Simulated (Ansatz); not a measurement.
## A trial form of GaN

Level of theory: DFT PBE, scalar-relativistic, plane waves, PAW in Ansatz 0.2.0. Cutoff 420 eV, Gaussian smearing, Γ-centred meshes. Cell and atoms relax first on a coarse mesh and then on a converged one. In between, the cell is made exact in the group found at 0.06 Å. The steps can't lower the symmetry of their start. No spin polarisation.

The guess for GaN is a distorted database cell: GaN type (Fm-3m) distorted into a subgroup (P-3m1, No. 164) (largest shift (Å) 0.13).

```
CELL_PARAMETERS angstrom
2.77270 0.00000 0.00000
-1.38635 2.40123 0.00000
0.00000 0.00000 7.12327
ATOMIC_POSITIONS crystal
Ga 0.33333 0.66667 0.81450
Ga 0.00000 0.00000 0.50000
Ga 0.66667 0.33333 0.18550
N 0.00000 0.00000 0.00000
N 0.66667 0.33333 0.65576
N 0.33333 0.66667 0.34424
```

The zero of energy is the elements' standard structures at the same level (N₂ as a molecule); no fitted shifts are applied.

Problem. Where does the relaxation end?

Solution. The symmetry goes from P-3m1 (No. 164) to Fm-3m (No. 225), and the primitive cell from 6 to 2 atoms. The end has the rock salt type. The volume per atom grows by 23.0 %, from 7.9 to 9.7 Å³. The shortest distance goes from 1.95 Å (Ga–N) to 2.13 Å (Ga–N). The energy falls by about 0.47 eV/atom (the start's value is from the coarse mesh). The end is written in a standard setting, so origin, axes and order of atoms can differ from the start's. Conventional cell: a = 4.268 Å. Around Ga lie 6 N at 2.13 Å; N has 6 Ga at 2.13 Å.

```yaml
crystal:
  lattice:
    - [0.00000, 2.13402, 2.13402]
    - [2.13402, 0.00000, 2.13402]
    - [2.13402, 2.13402, 0.00000]
  atoms:
    - { symbol: Ga, position: [0.50000, 0.50000, 0.50000] }
    - { symbol: N, position: [0.00000, 0.00000, 0.00000] }
```

Problem. How does it come out in energy, and is it a metal?

Solution. The formation energy is +0.035 eV/atom. The gap on the 14×14×14 mesh of the 2-atom cell is 0.42 eV.

A positive value: parting into the elements would lower its energy.

The last run used Gaussian smearing of 0.02 eV. Kohn–Sham gaps at this level usually fall short of measured ones. Symmetry constrained the relaxation, so the result can be a saddle point.
